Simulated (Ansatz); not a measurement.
**Te under changes of volume**

One of the cells (31.146 Å³/atom); the others are scaled copies at fixed shape and fractional positions:

```
Te
1.0
     2.30590    1.33131    1.69095
    -2.30590    1.33131    1.69095
     0.00000   -2.66263    1.69095
Te
1
Direct
  0.50000 0.50000 0.50000
```

This isn't the form of Te at room conditions, which is trigonal, of chains.

| Property | Result |
| --- | --- |
| Program | Ansatz 0.2.0 |
| Functional | PBEsol-PBE |
| Potentials or basis | all-electron LAPW, inner shells corrected to Dirac's equation |
| Cutoff | 179 eV (chosen from the basis error) |
| Basis error allowed | 0.001 eV/atom |
| k mesh | 9 × 9 × 9 |
| Occupations | gaussian, width 0.05 eV |
| Spin | collinear spin, ferromagnetic start |
| Starting moments | [1.0] μB |
| Fixed moment | 1 μB |

| volume (Å³/atom) | energy over the lowest point (meV/atom) | pressure (GPa) |
| --- | --- | --- |
| 29.277 | 89.84 | 8.1 |
| 29.900 | ? | ? |
| 30.523 | 39.58 | 5.0 |
| 31.146 | 22.85 | 3.7 |
| 31.769 | 11.01 | 2.5 |
| 32.392 | 3.54 | 1.4 |
| 33.015 | 0.00 | 0.5 |

Problem. What does the run at 29.900 Å³/atom give?

Solution. Energy over the lowest point 61.72 meV/atom; pressure 6.4 GPa.

Worked out: A Birch-Murnaghan fit of order 3 (a polynomial in V^(-2/3)) to the other rows has its minimum at 33.32 Å³/atom, just outside them, with B0 = V·E''(V) = 46 GPa and B' = 4.6 at fixed shape and positions, which overstates the stiffness. It gives 61.70 meV/atom at 29.900 Å³/atom, against the run's 61.72, and -dE/dV = 6.4 GPa, against 6.4.

Energies are extrapolated to zero smearing.

Caveats: the total moment is fixed, so each spin has its own Fermi level.
